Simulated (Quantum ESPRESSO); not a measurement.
Set up this calculation in Quantum ESPRESSO 7.5, as the native input.

```
Task                : single point
Functional          : PBE
Potentials or basis : SG15 PBE 1.2
Cutoff              : 1197 eV
Density cutoff      : 4789 eV
k mesh              : 4 × 4 × 2
Occupations         : fermi-dirac, width 0.05 eV
Spin                : no spin polarisation
Mixing beta         : 0.5
Most SCF iterations : 120
SCF threshold       : 8e-10 Ry
```

ZnO (zincite):

```xyz
4
Lattice="3.2493 0.0000 0.0000 -1.6247 2.8140 0.0000 0.0000 0.0000 5.2057" Properties=species:S:1:pos:R:3 pbc="T T T"
Zn    1.6247    0.9380    0.0000
Zn    0.0000    1.8760    2.6029
O     0.0000    1.8760    4.5759
O     1.6247    0.9380    1.9730
```

The input as run:

pw.in

```
&CONTROL
  calculation = 'scf'
  prefix = 'pwscf'
  outdir = './tmp'
  pseudo_dir = './pseudo'
  tprnfor = .true.
  tstress = .true.
  disk_io = 'nowf'
/
&SYSTEM
  ibrav = 0
  nat = 4
  ntyp = 2
  ecutwfc = 88
  nbnd = 36
  occupations = 'smearing'
  smearing = 'fd'
  degauss = 0.00367493
/
&ELECTRONS
  conv_thr = 8d-10
  electron_maxstep = 120
  mixing_beta = 0.5
/
ATOMIC_SPECIES
Zn    65.3800 Zn_ONCV_PBE-1.2.upf
O     15.9990 O_ONCV_PBE-1.2.upf
CELL_PARAMETERS angstrom
   3.2493080000    0.0000000000    0.0000000000
  -1.6246540000    2.8139832727    0.0000000000
   0.0000000000    0.0000000000    5.2057090000
ATOMIC_POSITIONS crystal
Zn     0.6666666667    0.3333333333    0.0000000000
Zn     0.3333333333    0.6666666667    0.5000000000
O      0.3333333333    0.6666666667    0.8790100000
O      0.6666666667    0.3333333333    0.3790100000
K_POINTS automatic
4 4 2 0 0 0
```

Potentials or basis: SG15 PBE 1.2.

Launch:

```sh
$ OMP_NUM_THREADS=1 mpirun -n 2 pw.x -nk 2 -in pw.in > pw.out
```

Results of the run:

```json
{
  "Pressure": "4.7 GPa",
  "Largest force": "0.064 eV/Å",
  "Band gap on the k mesh": "0.86 eV, direct"
}
```

Caveat: the k mesh is coarse (spacing up to 0.60 Å⁻¹), so the values aren't converged.

It took 15 s on 2 MPI ranks on Arm Neoverse V1, on a shared host, peak memory 0.18 GiB a rank.
